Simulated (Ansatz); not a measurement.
# LiF: the cost of one run

Program: Ansatz 0.2.0. Level of theory: DFT PBEsol, frozen-core PAW, scalar-relativistic unless said. These are calculated values, not measurements.

## Step 1: The starting structure

It takes space group Fm-3m (No. 225, cubic). The conventional cell has a = 4.028 Å, b = 4.028 Å, c = 4.028 Å, α = 90.00°, β = 90.00°, γ = 90.00°. Around Li (site symmetry m-3m) lie 6 F at 2.01 Å. F (site symmetry m-3m) is surrounded by 6 Li at 2.01 Å.

Structure file:

```cif
data_structure
_symmetry_space_group_name_H-M 'Fm-3m'
_symmetry_Int_Tables_number 225
_cell_length_a 4.0280
_cell_length_b 4.0280
_cell_length_c 4.0280
_cell_angle_alpha 90.000
_cell_angle_beta 90.000
_cell_angle_gamma 90.000
_cell_volume 65.35
loop_
_atom_site_label
_atom_site_type_symbol
_atom_site_symmetry_multiplicity
_atom_site_Wyckoff_symbol
_atom_site_fract_x
_atom_site_fract_y
_atom_site_fract_z
_atom_site_occupancy
Li1 Li 4 a 0.00000 0.00000 0.00000 1
F1 F 4 b 0.50000 0.00000 0.00000 1
```

Cartesian axes are those of the input's lattice vectors. The structure goes back to a database entry.

## Step 2: Cell and atoms relaxed, PAW

The input, input.yaml:

```yaml
crystal:
  lattice:
    - [0.0, 2.014, 2.014]
    - [2.014, 0.0, 2.014]
    - [2.014, 2.014, 0.0]
  atoms:
    - { symbol: Li, position: [0.0, 0.0, 0.0] }
    - { symbol: F, position: [0.5, 0.5, 0.5] }
kpoints:
  mp_grid: { grid: [20, 20, 20] }
scf:
  occupations: { method: fermi_dirac, width: 0.1 }
hamiltonian:
  xc: pbesol
  pseudopotentials: { kind: paw }
relax:
  f_tol: 0.002
  max_steps: 80
  cell: {}
output:
  forces: true
  stress: true
  write_density: true
  write_potential: true
  elf: true
  volumetric_format: npy
```

Launch:

```bash
> ansatz run input.yaml --threads 1 --pin off --max-ram 3072MiB --backend cpu --events-out ev --progress --plain --runs-dir out
```

What time and memory should one allow on 1 thread of Arm Neoverse V1, shared host?

About 16 s, with a peak of 0.33 GiB.
